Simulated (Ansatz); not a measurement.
## SnO2 — electric field gradients

The cell is a computed structure from the Materials Project (it need not be an observed phase).

```
CELL_PARAMETERS angstrom
4.73515 0.00000 0.00000
0.00000 5.75091 0.00000
0.00000 0.00000 5.24711
ATOMIC_POSITIONS crystal
Sn 0.50000 0.66545 0.75000
Sn 0.00000 0.83455 0.25000
Sn 0.50000 0.33455 0.25000
Sn 0.00000 0.16545 0.75000
O 0.73031 0.60712 0.07860
O 0.23031 0.89288 0.92140
O 0.76969 0.89288 0.57860
O 0.26969 0.60712 0.42140
O 0.73031 0.39288 0.57860
O 0.23031 0.10712 0.42140
O 0.76969 0.10712 0.07860
O 0.26969 0.39288 0.92140
```

Atom numbers follow the list; atoms alike are taken as one site, whose name carries the number of the first.

Computed with Ansatz: DFT, PBE, plane waves and PAW (field gradients read without the response of the frozen cores, which leaves them typically 4 to 6 % off), scalar-relativistic, 420 eV cutoff, Γ-centred 5×4×5 k-points, Fermi–Dirac smearing 0.02 eV.

C_Q = eQV_zz/h, which is 24.18 MHz for Q = 1 b and V_zz = 10²¹ V/m²; η = (V_xx − V_yy)/V_zz. Directions are in the Cartesian axes of the cell vectors above, for the atom listed; none is given where the gradient is under 0.02 or η is above 0.95.

| site | first atom | first shell | V_zz (10²¹ V/m²) | η | direction of V_zz (x, y, z) |
| --- | --- | --- | --- | --- | --- |
| Sn | 1 | 6 O at 2.04–2.11 Å | -2.57 | 0.59 | -0.42 0.00 0.91 |
| O | 5 | 3 Sn at 2.04–2.11 Å; also 1 Sn at 3.32 Å | -10.82 | 0.42 | 0.71 -0.55 -0.44 |

At O V_zz stands upright on the plane through its three neighbours (within 2°).

At this cell the PBE pressure is 7 GPa, so with PBE the cell would grow if it were relaxed. The entry's cell may itself be off. Without spin–orbit coupling (the program notes it for Sn) the gradients are little affected as a rule: paired runs on crystals with a gap mostly move them by under 2 % at such atoms.
